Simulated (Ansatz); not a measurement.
Input deck for Ansatz 0.2.0, then the block of the output on the nuclei.

The cell is an entry of the Crystallography Open Database (COD), relaxed with PBE at fixed cell and then changed (z compressed by 1 %, ions relaxed).

```yaml
crystal:
  lattice:
    - [4.7839004637, 0.0, 0.0]
    - [-2.3919502318, 4.1429793307, 0.0]
    - [0.0, 0.0, 6.5043]
  atoms:
    - { symbol: Ta, position: [0.5, 0.0, 0.0] }
    - { symbol: Ta, position: [0.5, 0.5, 0.6666666667] }
    - { symbol: Ta, position: [0.0, 0.5, 0.3333333333] }
    - { symbol: Si, position: [0.15897, 0.31794, 0.0] }
    - { symbol: Si, position: [0.84103, 0.15897, 0.6666666667] }
    - { symbol: Si, position: [0.68206, 0.84103, 0.3333333333] }
    - { symbol: Si, position: [0.84103, 0.68206, 0.0] }
    - { symbol: Si, position: [0.15897, 0.84103, 0.6666666667] }
    - { symbol: Si, position: [0.31794, 0.15897, 0.3333333333] }
kpoints:
  mp_grid: { grid: [11, 11, 7] }
scf:
  occupations: { method: fermi_dirac, width: 0.05 }
hamiltonian:
  xc: pbe
  pseudopotentials: { kind: paw }
output:
  forces: true
  stress: true
  populations: true
  efg: { quadrupole_moments_barn: { Ta: 3.17 }, contact_densities: true }
  write_density: true
  write_potential: true
  elf: true
  volumetric_format: npy
relax:
  f_tol: 0.02
  max_steps: 60
```

```sh
ansatz run input.yaml --threads 4 --pin off --max-ram 8192MiB --backend cpu --events-out ev --progress --plain --runs-dir out
```

The run relaxes the ions first, and the block belongs to the relaxed positions.

Of the output, the block on the nuclei alone is shown; the set-up, the SCF iterations, energies, forces and stress are cut. One atom of each set with nearly equal values is shown.

```
--- PAW observables at the nuclei: V_zz in 10²¹ V/m², potentials from the cell's mean, atoms counted from 1 ---
  atom   1  Ta V_zz =    +7.753311   η = 0.2411   by run symmetry: allowed   C_q = +594.2933 MHz
            electrostatic potential = -14495.353839 V   contact ρ = 8154426.151527 e/Å³
  atom   4  Si V_zz =    -2.944181   η = 0.4375   by run symmetry: allowed
            electrostatic potential = -1369.431349 V   contact ρ = 12811.237512 e/Å³
```

The relaxation (2 steps) took 13 s of wall time (48 s of CPU time) and 0.72 GiB at its peak, on 4 threads of Intel Xeon Platinum 8488C (Sapphire Rapids) (x86_64; 16 cores open to the job, memory cap 8.0 GiB, no GPU), a shared host with a load of 0.5 a core.

With no gap above 0.1 eV, as in a metal, the gradients converge slowly in k; expect changes of a tenth or more on a denser mesh. Without spin–orbit coupling the gradients at and beside Ta can be off by some per cent, at some sites by more. With these PAW files V_zz is typically within 2 to 3 % of all-electron values, but misses above 10 % occur on Ta.
